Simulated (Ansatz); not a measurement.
# PbS (Cmcm) in Ansatz: notebook

One crystal, PbS, is run at these levels: PBE+D3(BJ), PBE+D4, revPBE; tasks: relaxation of cell and atoms.

Everything below comes from runs of Ansatz 0.2.0. Logs are shortened: lines on timing, memory, paths and dates and some standing lists are left out, and cuts for length are marked.

## (1) The crystal as given

It takes space group Cmcm (No. 63, orthorhombic). The conventional cell has a = 4.160 Å, b = 11.983 Å, c = 4.279 Å, α = 90.00°, β = 90.00°, γ = 90.00°. Around Pb (site symmetry m2m) lie 5 S at 2.69 to 2.99 Å. Around S (site symmetry m2m) lie 5 Pb at 2.69 to 2.99 Å.

Measurements of this composition are mostly on another form, of space group No. 225.

## (2) Relaxation of cell and atoms, PBE+D3(BJ)

input.yaml reads:

```yaml
crystal:
  lattice:
    - [2.079952695, -5.991296865, 0.0]
    - [2.079952695, 5.991296865, 0.0]
    - [0.0, 0.0, 4.27932094]
  atoms:
    - { symbol: Pb, position: [0.13056335, 0.86943665, 0.25] }
    - { symbol: Pb, position: [0.86943665, 0.13056335, 0.75] }
    - { symbol: S, position: [0.35479709, 0.64520291, 0.25] }
    - { symbol: S, position: [0.64520291, 0.35479709, 0.75] }
hamiltonian:
  xc: pbe
  pseudopotentials: { kind: paw }
  dispersion: d3bj
kpoints:
  mp_grid: { grid: [7, 7, 6] }
scf:
  occupations: { method: fermi_dirac, width: 0.05 }
output:
  forces: true
  stress: true
relax:
  f_tol: 0.01
  max_steps: 40
  cell: { stress_tol: 0.05 }
```

Potentials or basis: Ansatz PAW.

Started as:

```sh
$ ansatz run input.yaml --threads 2 --pin off --max-ram 5632MiB --backend cpu --events-out ev --progress --plain --runs-dir out
```

What it wrote:

```text
Warning: RAYON_NUM_THREADS=2 ignored (pool sized by the plan → 2); use --threads N
Engine: ansatz 0.2.0, x86_64-unknown-linux-gnu
Pseudopotentials: kind: paw
Pseudopotential: Pb, paw, valence charge 14, recommended cutoff 420 eV (normal), Pb.paw.azcp
Pseudopotential: S, paw, valence charge 6, recommended cutoff 420 eV (normal), S.paw.azcp
Functional definition: PBE
  parameter kappa = 0.804
  parameter beta = 0.06672455060314922
  exchange = pbe_x(kappa = kappa, mu = beta*pi^2/3)
  correlation = pbe_c(beta = beta)
Crystal: 4 atoms, lattice volume = 106.654 Å³
Basis set: ecut = 420 eV, 2077 PW (Γ), exchange–correlation on 90×90×60 points (8 copies of the dense FFT grid, shifted against one another)
Bands: 24, of which v1, the nominal top of the filled ones, is band 20 counted from 1 (19 counted from 0)
Symmetry: 8 space group operations
Space group: Cmcm (ITA 63), of the structure as read, at distance tolerance 4.7e-5 Å
k-points: 64 of 294
Non-local potential: Pb, projectors of the file, l = 0: 2, l = 1: 2, l = 2: 2, l = 3: 2
Non-local potential: S, projectors of the file, l = 0: 2, l = 1: 2, l = 2: 2
PAW form: soft (Blöchl's): semilocal exchange-correlation on the pseudo side does not see the compensation charge
PAW one-centre angular grid: Pb, 590 points (default); XC on 64 Gauss nodes
PAW one-centre angular grid: S, 110 points (default); XC on 64 Gauss nodes
Initial density: superposition of atomic densities (neutral atoms: chi_scale 0, normalization atom), corrected by the library's trained network
Initial wavefunctions: pseudopotential atomic-orbital guess
Functional: x = pbe(κ = 0.804, μ = 0.2195149727645171), c = pbe(β = 0.06672455060314922)
SCF iter   1: F=—  HF=-25620.350590 eV  |F-HF|=—  |Δ(HF+E_count)|=         —  Δρ=9.39e-4  dr2=8.92e-4  ethr=1.77e-3  ⟨swp⟩=7.0  Hψ=7705  notcnv=0
preconditioner: auto → Resta (q_TF=auto, 2.317 Å⁻¹)  ε∞=3.6  [insulator: Δε(μ)=1.261 eV  Ē_g=13.973 eV  σ=0.050 eV  W_gap=1.00  n_scr=26 (ndim 8)  ℏωp=22.7 eV  f_vac=0.000  D(μ)=0.00/eV (n_scr^D=0)  ε∞_Penn≈3.6]
SCF iter   2: F=—  HF=-25620.348625 eV  |F-HF|=—  |Δ(HF+E_count)|=   1.97e-3  Δρ=5.74e-4  dr2=3.91e-4  ethr=2.23e-6  ⟨swp⟩=2.1  Hψ=3352  notcnv=0
SCF iter   3: F=—  HF=-25620.348810 eV  |F-HF|=—  |Δ(HF+E_count)|=   1.86e-4  Δρ=2.57e-4  dr2=6.70e-5  ethr=9.78e-7  ⟨swp⟩=2.0  Hψ=2816  notcnv=0
SCF iter   4: F=—  HF=-25620.348747 eV  |F-HF|=—  |Δ(HF+E_count)|=   6.39e-5  Δρ=1.19e-4  dr2=1.36e-5  ethr=1.68e-7  ⟨swp⟩=2.3  Hψ=2839  notcnv=0
SCF iter   5: F=—  HF=-25620.348746 eV  |F-HF|=—  |Δ(HF+E_count)|=   6.68e-7  Δρ=2.10e-5  dr2=5.72e-7  ethr=3.39e-8  ⟨swp⟩=2.0  Hψ=2738  notcnv=0
SCF iter   6: F=—  HF=-25620.348746 eV  |F-HF|=—  |Δ(HF+E_count)|=   2.87e-7  Δρ=1.40e-5  dr2=2.03e-7  ethr=2.50e-10  ⟨swp⟩=5.3  Hψ=6569  notcnv=0
SCF iter   7: F=-25620.348746 eV  HF=-25620.348746 eV  |F-HF|=1.04e-8  |Δ(HF+E_count)|=   5.18e-8  Δρ=3.78e-6  dr2=1.33e-8  ethr=2.50e-10  ⟨swp⟩=4.8  Hψ=5724  notcnv=0
SCF 1 converged in 7 iterations: F = -25620.348746 eV  dr2 = 1.33e-8
relax step   1: F+E_penalty+E_count = -25620.34874607 eV  Δ(F+E_penalty+E_count) = +0.000e0 eV  max|allowed force component| = 9.555e-2 eV/Å  Δτ_max = 0.0000 Å  P = -1.002 GPa  Ω = 106.654 Å³  (7 SCF iters, dr2 threshold 1.00e-7 eV, accepted)
Crystal: 4 atoms, lattice volume = 99.570 Å³
Basis set: ecut = 420 eV, 1951 PW (Γ), exchange–correlation on 90×90×60 points (8 copies of the dense FFT grid, shifted against one another)
Initial density: handed on by an earlier stage of this run
Initial wavefunctions: those handed on with the density
iter 1 solved again at ethr=3.27e-5 eV; its pass at ethr=3.10e-3 eV (dr2=1.31e-2 eV) is discarded
SCF iter   1: F=—  HF=-25620.366405 eV  |F-HF|=—  |Δ(HF+E_count)|=         —  Δρ=2.88e-3  dr2=1.47e-2  ethr=3.27e-5  ⟨swp⟩=2.4  Hψ=11345  notcnv=0
preconditioner: auto → Resta (q_TF=auto, 2.344 Å⁻¹)  ε∞=3.8  [insulator: Δε(μ)=1.149 eV  Ē_g=14.060 eV  σ=0.050 eV  W_gap=1.00  n_scr=26 (ndim 8)  ℏωp=23.5 eV  f_vac=0.000  D(μ)=0.00/eV (n_scr^D=0)  ε∞_Penn≈3.8]
SCF iter   2: F=—  HF=-25620.363337 eV  |F-HF|=—  |Δ(HF+E_count)|=   3.07e-3  Δρ=1.47e-3  dr2=2.34e-3  ethr=3.27e-5  ⟨swp⟩=2.0  Hψ=2033  notcnv=0
SCF iter   3: F=—  HF=-25620.362921 eV  |F-HF|=—  |Δ(HF+E_count)|=   4.16e-4  Δρ=3.46e-4  dr2=1.35e-4  ethr=5.85e-6  ⟨swp⟩=2.0  Hψ=1981  notcnv=0
SCF iter   4: F=—  HF=-25620.362845 eV  |F-HF|=—  |Δ(HF+E_count)|=   7.59e-5  Δρ=7.42e-5  dr2=6.39e-6  ethr=3.37e-7  ⟨swp⟩=2.8  Hψ=2699  notcnv=0
SCF iter   5: F=—  HF=-25620.362847 eV  |F-HF|=—  |Δ(HF+E_count)|=   2.18e-6  Δρ=2.26e-5  dr2=5.11e-7  ethr=1.60e-8  ⟨swp⟩=2.8  Hψ=2942  notcnv=0
SCF iter   6: F=-25620.362848 eV  HF=-25620.362848 eV  |F-HF|=8.41e-9  |Δ(HF+E_count)|=   4.35e-7  Δρ=6.64e-6  dr2=5.01e-8  ethr=1.00e-9  ⟨swp⟩=4.7  Hψ=5497  notcnv=0
SCF 2 converged in 6 iterations: F = -25620.362848 eV  dr2 = 5.01e-8
relax step   2: F+E_penalty+E_count = -25620.36284752 eV  Δ(F+E_penalty+E_count) = -1.410e-2 eV  max|allowed force component| = 8.024e-2 eV/Å  Δτ_max = 0.0758 Å  P = +0.893 GPa  Ω = 99.570 Å³  energy of the carried Pulay correction = +7.274e-4 eV  (6 SCF iters, dr2 threshold 4.00e-7 eV, accepted)
Crystal: 4 atoms, lattice volume = 102.543 Å³
Basis set: ecut = 420 eV, 1991 PW (Γ), exchange–correlation on 90×90×60 points (8 copies of the dense FFT grid, shifted against one another)
[... 16 lines left out ...]
SCF iter   4: F=—  HF=-25620.370731 eV  |F-HF|=—  |Δ(HF+E_count)|=   9.36e-5  Δρ=1.99e-5  dr2=5.68e-7  ethr=2.03e-8  ⟨swp⟩=3.0  Hψ=2828  notcnv=0
SCF iter   5: F=-25620.370732 eV  HF=-25620.370732 eV  |F-HF|=3.59e-8  |Δ(HF+E_count)|=   2.34e-7  Δρ=6.43e-6  dr2=3.72e-8  ethr=3.39e-10  ⟨swp⟩=5.0  Hψ=6092  notcnv=0
SCF 4 converged in 5 iterations: F = -25620.370732 eV  dr2 = 3.72e-8
relax step   4: F+E_penalty+E_count = -25620.37073164 eV  Δ(F+E_penalty+E_count) = +6.341e-4 eV  max|allowed force component| = 6.868e-2 eV/Å  Δτ_max = 0.0181 Å  P = -0.452 GPa  Ω = 102.687 Å³  energy of the carried Pulay correction = +4.013e-4 eV  (5 SCF iters, dr2 threshold 1.35e-7 eV, rejected (line search))
[... 12 lines left out ...]
relax step   5: F+E_penalty+E_count = -25620.37217814 eV  Δ(F+E_penalty+E_count) = -8.124e-4 eV  max|allowed force component| = 7.035e-3 eV/Å  Δτ_max = 0.0104 Å  P = -0.039 GPa  Ω = 102.283 Å³  energy of the carried Pulay correction = +4.430e-4 eV  (8 SCF iters, accepted)
[... 8 lines left out ...]
relax step   6: F+E_penalty+E_count = -25620.37233890 eV  Δ(F+E_penalty+E_count) = -1.608e-4 eV  max|allowed force component| = 6.951e-4 eV/Å  Δτ_max = 0.0045 Å  P = +0.002 GPa  Ω = 102.074 Å³  energy of the carried Pulay correction = +4.646e-4 eV  (4 SCF iters, dr2 threshold 4.82e-8 eV, accepted)
Initial wavefunctions: pseudopotential atomic-orbital guess (no wavefunctions were taken with the density)
iter 1 solved again at ethr=2.28e-7 eV; its pass at ethr=3.10e-3 eV (dr2=9.12e-5 eV) is discarded
SCF iter   1: F=—  HF=-25620.371965 eV  |F-HF|=—  |Δ(HF+E_count)|=         —  Δρ=5.63e-5  dr2=6.19e-7  ethr=2.28e-7  ⟨swp⟩=3.3  Hψ=12316  notcnv=0
preconditioner: auto → Resta (q_TF=auto, 2.334 Å⁻¹)  ε∞=3.7  [insulator: Δε(μ)=1.217 eV  Ē_g=14.042 eV  σ=0.050 eV  W_gap=1.00  n_scr=26 (ndim 8)  ℏωp=23.2 eV  f_vac=0.000  D(μ)=0.00/eV (n_scr^D=0)  ε∞_Penn≈3.7]
SCF iter   2: F=—  HF=-25620.371875 eV  |F-HF|=—  |Δ(HF+E_count)|=   9.07e-5  Δρ=2.81e-5  dr2=1.33e-7  ethr=1.55e-9  ⟨swp⟩=2.0  Hψ=2769  notcnv=0
SCF iter   3: F=—  HF=-25620.371875 eV  |F-HF|=—  |Δ(HF+E_count)|=   1.82e-7  Δρ=4.47e-6  dr2=5.47e-9  ethr=3.32e-10  ⟨swp⟩=2.0  Hψ=2642  notcnv=0
SCF iter   4: F=—  HF=-25620.371875 eV  |F-HF|=—  |Δ(HF+E_count)|=   5.63e-9  Δρ=5.23e-7  dr2=3.71e-10  ethr=1.37e-11  ⟨swp⟩=2.6  Hψ=2562  notcnv=0
SCF iter   5: F=—  HF=-25620.371875 eV  |F-HF|=—  |Δ(HF+E_count)|=  5.46e-11  Δρ=1.76e-7  dr2=4.26e-11  ethr=1.00e-12  ⟨swp⟩=5.5  Hψ=6193  notcnv=0
SCF iter   6: F=-25620.371875 eV  HF=-25620.371875 eV  |F-HF|=0.00e0  |Δ(HF+E_count)|=  1.82e-11  Δρ=4.08e-8  dr2=2.65e-12  ethr=1.00e-12  ⟨swp⟩=4.5  Hψ=5016  notcnv=0
SCF 7 converged in 6 iterations: F = -25620.371875 eV  dr2 = 2.65e-12
relax step   7: F+E_penalty+E_count = -25620.37187484 eV  Δ(F+E_penalty+E_count) = +4.641e-4 eV  max|allowed force component| = 7.160e-4 eV/Å  Δτ_max = 0.0000 Å  P = +0.001 GPa  Ω = 102.074 Å³  stress off target by 1.14e-2 GPa  SCF on the basis re-selected at this cell (its energy is not comparable with the rows above)  (6 SCF iters)
basis re-selected at this cell: Δ(F+E_penalty+E_count) = +4.641e-4 eV, ΔP = -0.001 GPa vs the last step (what re-selecting the basis moved, of the pressure what is left beyond the Pulay correction that the steps carried, after the strain that the cell walked since its last selection, with what the two solves' SCF thresholds leave and, on support functions, any second-order correction that the steps lacked; it is no measure of the basis error at this ecutwfc). This SCF's stress stands 1.14e-2 GPa from its target on what of the cell is left free (relax.cell.stress_tol is 5.00e-2 GPa) and its largest allowed force component is 7.16e-4 eV/Å (relax.f_tol is 1.00e-2 eV/Å): within both
SCF converged after 6 iterations
Free energy (F): -25620.371875 eV
Harris-Foulkes:  -25620.371875 eV  (|F-HF|=0.00e0)
Internal energy: -25620.371875 eV  (E = F + TS)
E sigma→0 (E₀):  -25620.371875 eV
Entropy (-TS):   -0.000000 eV (-0.000 meV/atom)
Fermi energy:    8.696495 eV
--- Per-component energies (eV) ---
  E_band       = -102.741946
  E_kinetic    = 788.478557
  E_local      = -2427.051315  (includes V_loc(G=0)·N_el)
  E_nonlocal   = 757.377515
  E_hartree    = 946.471100
  E_xc         = -636.688951
  E_vxc        = -440.669095  (∫ρ·V_xc dr)
  E_paw        = -22008.642095  (= ΣΔE_a)
  E_vpaw       = -673.819880  (= ΣTr[D̂ρ^β])
  E_aug_tail   = 0.000096  (compensation charges beyond the density's cutoff)
  E_ewald      = -3038.886778
  E_disp       = -1.430004  (pairwise vdW)
  E_smearing   = -0.000000  (= −TS)
  E_closure    = -0.000000  (closes the sum)
  Σ components = -25620.371875   (vs F -25620.371875, Δ=0.00e0)
--- Forces (eV/Å), atoms counted from 1 ---
  atom   1  Pb     0.00000000     0.00062961    -0.00000000
  atom   2  Pb     0.00000000    -0.00062961     0.00000000
  atom   3  S      0.00000000    -0.00071598     0.00000000
  atom   4  S      0.00000000     0.00071598    -0.00000000
  max |Σ_I F_I| component: 1.08e-19 eV/Å
--- Stress (GPa, compression-positive) ---
        0.011351       0.000000       0.000000
        0.000000      -0.010492      -0.000000
        0.000000      -0.000000       0.003065
  P = ⅓ Tr σ = 0.0013 GPa (0.013 kbar)
--- Relaxed structure (6 steps of the walk, 5 accepted, 1 SCFs on fresh bases) ---
  F+E_penalty+E_count = -25620.37187484 eV   max|allowed force component| = 7.160e-4 eV/Å   (the final SCF, on the basis selected at the relaxed cell)
  cell:  # Å, volume = 102.0739 Å³
    - [2.055467435161919, -5.817524191365043, 0.0]
    - [2.055467435161919, 5.817524191365043, 0.0]
    - [0.0, 0.0, 4.26811473578408]
  atoms:
    - { symbol: Pb, position: [0.1269186643447765, 0.8730813356552235, 0.25] }
    - { symbol: Pb, position: [0.8730813356552235, 0.1269186643447765, 0.7500000000000001] }
    - { symbol: S, position: [0.359344820127665, 0.640655179872335, 0.25] }
    - { symbol: S, position: [0.640655179872335, 0.359344820127665, 0.7500000000000001] }
```

Wall time 65 s (2 threads of AMD EPYC (Zen 3), shared host); peak memory 0.5 GiB.

Results:

```
Free energy                            : -25620.3719 eV
Relaxed volume                         : 25.52 Å³/atom
Relaxed cell                           : a = 6.170 Å, b = 6.170 Å, c = 4.268 Å, α = 90.00°, β = 90.00°, γ = 141.08°
Space group after relaxing (to 0.05 Å) : Cmcm (No. 63)
Energy gained by relaxing              : 5.8 meV/atom
Ionic steps                            : 6
Pressure after relaxing                : 0.0 GPa
Band gap on the k mesh                 : 1.22 eV
```

Step by step:
```csv
step,energy change (eV),largest force (eV/Å),volume (Å³)
1,0.0000,0.0955,106.65
2,-0.0141,0.0802,99.57
3,-0.0226,0.0466,102.54
4,-0.0234,0.0070,102.28
5,-0.0236,0.0007,102.07
6,-0.0231,0.0007,102.07
```

Final structure:
```
Pb S
1.0
     2.05547   -5.81752    0.00000
     2.05547    5.81752    0.00000
     0.00000    0.00000    4.26811
Pb S
2 2
Direct
  0.12692 0.87308 0.25000
  0.87308 0.12692 0.75000
  0.35934 0.64066 0.25000
  0.64066 0.35934 0.75000
```

Caveat: odd divisions of the mesh miss points on the zone boundary, where band edges often lie, so the gap on the mesh can be too wide; the plane-wave basis is chosen anew once the cell has moved, so the energies of steps on either side of that aren't comparable; spin-orbit coupling is left out, which as a rule narrows the gap of such compounds by several tenths of an eV. A k mesh can miss the band edges.

## (3) Relaxation of cell and atoms, PBE+D4

Changes to input.yaml since step 2:

```diff
@@ -13,3 +13,3 @@
   pseudopotentials: { kind: paw }
-  dispersion: d3bj
+  dispersion: d4
 kpoints:
```

Potentials or basis: Ansatz PAW.

Started as:

```sh
$ ansatz run input.yaml --threads 2 --pin off --max-ram 5632MiB --backend cpu --events-out ev --progress --plain --runs-dir out
```

It took 72 s on 2 threads of AMD EPYC (Zen 3), shared host; peak memory 0.5 GiB.

Results (log left out):

```
Free energy                            : -25620.5008 eV
Relaxed volume                         : 25.56 Å³/atom
Relaxed cell                           : a = 6.172 Å, b = 6.172 Å, c = 4.271 Å, α = 90.00°, β = 90.00°, γ = 141.08°
Space group after relaxing (to 0.05 Å) : Cmcm (No. 63)
Energy gained by relaxing              : 5.4 meV/atom
Ionic steps                            : 6
Pressure after relaxing                : 0.0 GPa
Band gap on the k mesh                 : 1.23 eV
```

Step by step:
```
step  energy change (eV)  largest force (eV/Å)  volume (Å³)
   1              0.0000                0.0949       106.65
   2             -0.0156                0.0697       100.21
   3             -0.0209                0.0494       102.70
   4             -0.0219                0.0100       102.35
   5             -0.0220                0.0002       102.22
   6             -0.0215                0.0002       102.22
```

Final structure:
```xyz
4
Lattice="2.0564 -5.8193 0.0000 2.0564 5.8193 0.0000 0.0000 0.0000 4.2711" Properties=species:S:1:pos:R:3 pbc="T T T"
Pb    2.0564    4.3403    1.0678
Pb    2.0564   -4.3403    3.2033
S     2.0564    1.6366    1.0678
S     2.0564   -1.6366    3.2033
```

Caveat: odd divisions of the mesh miss points on the zone boundary, where band edges often lie, so the gap on the mesh can be too wide; the plane-wave basis is chosen anew once the cell has moved, so the energies of steps on either side of that aren't comparable; spin-orbit coupling is left out, which as a rule narrows the gap of such compounds by several tenths of an eV.

## (4) Relaxation of cell and atoms, revPBE

Changes to input.yaml since step 3:

```diff
@@ -11,5 +11,4 @@
 hamiltonian:
-  xc: pbe
+  xc: revpbe
   pseudopotentials: { kind: paw }
-  dispersion: d4
 kpoints:
@@ -21,2 +20,6 @@
   stress: true
+  write_density: true
+  write_potential: true
+  elf: true
+  volumetric_format: npy
 relax:
```

Started as:

```sh
$ ansatz run input.yaml --threads 2 --pin off --max-ram 5632MiB --backend cpu --events-out ev --progress --plain --runs-dir out
```

It took 3.4 min on 2 threads of AMD EPYC (Zen 3), shared host; peak memory 0.62 GiB.

It converged, with:

```
Free energy                            : -25645.7922 eV
Relaxed volume                         : 40.05 Å³/atom
Relaxed cell                           : a = 8.959 Å, b = 8.959 Å, c = 4.293 Å, α = 90.00°, β = 90.00°, γ = 152.29°
Space group after relaxing (to 0.05 Å) : Cmcm (No. 63)
Energy gained by relaxing              : 27.7 meV/atom
Ionic steps                            : 21
Pressure after relaxing                : 0.0 GPa
Largest force after relaxing           : 0.004 eV/Å
Band gap on the k mesh                 : 1.72 eV, indirect (least direct gap 1.73 eV)
```

Forces in eV/Å, atoms in the order of the input:
```
Pb   0.000  0.004  0.000
Pb   0.000 -0.004  0.000
S    0.000 -0.002  0.000
S    0.000  0.002  0.000
```

The path:
```csv
step,energy change (eV),largest force (eV/Å),volume (Å³)
1,0.0000,0.1245,106.65
2,-0.0540,0.0967,117.82
3,-0.0675,0.0232,117.93
4,-0.0734,0.0454,119.62
5,-0.0774,0.0454,122.24
6,-0.0817,0.0191,126.49
7,-0.0822,0.0067,127.79
8,-0.0822,0.0027,128.67
9,-0.0892,0.0039,128.67
10,-0.0936,0.0097,131.95
11,-0.0994,0.0457,137.73
12,-0.1022,0.0200,140.60
13,-0.1035,0.0727,145.59
14,-0.1043,0.0049,146.64
15,-0.1045,0.0010,146.49
16,-0.1074,0.0016,146.49
17,-0.1087,0.0185,150.39
18,-0.1095,0.0348,155.74
19,-0.1098,0.0120,158.48
20,-0.1098,0.0041,160.22
21,-0.1108,0.0041,160.22
```

Final structure:
```
Pb S
1.0
     2.14511   -8.69830    0.00000
     2.14511    8.69830    0.00000
     0.00000    0.00000    4.29330
Pb S
2 2
Direct
  0.16936 0.83064 0.25000
  0.83064 0.16936 0.75000
  0.32461 0.67539 0.25000
  0.67539 0.32461 0.75000
```

Levels at points of the mesh, in eV from the valence-band top:
| k point | band 18 | band 19 | band 20 | band 21 | band 22 | band 23 |
| --- | --- | --- | --- | --- | --- | --- |
| (0.00, 0.00, 0.00) | -1.34 | -1.34 | -0.34 | 2.77 | 3.98 | 5.02 |
| (0.00, 0.00, -0.50) | -1.03 | -0.19 | -0.19 | 1.94 | 1.94 | 2.96 |

Caveat: the volume moved by over 15 % at a fixed basis, so the end points are rough; odd divisions of the mesh miss points on the zone boundary, where band edges often lie, so the gap on the mesh can be too wide; the plane-wave basis is chosen anew once the cell has moved, so the energies of steps on either side of that aren't comparable; spin-orbit coupling is left out, which as a rule narrows the gap of such compounds by several tenths of an eV; the PAW data sets come from PBE, with cores solved anew for the run's functional, which leaves a small shift of forces and pressure. A k mesh can miss the band edges.

## (5) Summary

```tsv
level	gap on the mesh (eV)	pressure (GPa)	relaxed volume (Å³/atom)
PBE+D3(BJ)	1.22	0.0	25.52
PBE+D4	1.23	0.0	25.56
revPBE	1.72	0.0	40.05
```

Alike in all rows: task relaxation of cell and atoms; potentials or basis Ansatz PAW; no spin polarisation; cell relaxed; k mesh 7 × 7 × 6; cutoff (eV) 420; smearing fermi-dirac 0.05 eV.

Caveats: odd divisions of the mesh miss points on the zone boundary, where band edges often lie, so the gap on the mesh can be too wide; the plane-wave basis is chosen anew once the cell has moved, so the energies of steps on either side of that aren't comparable; spin-orbit coupling is left out, which as a rule narrows the gap of such compounds by several tenths of an eV; the volume moved by over 15 % at a fixed basis, so the end points are rough (some runs); the PAW data sets come from PBE, with cores solved anew for the run's functional, which leaves a small shift of forces and pressure (some runs).

Absolute energies hang on the potentials; compare differences alone.
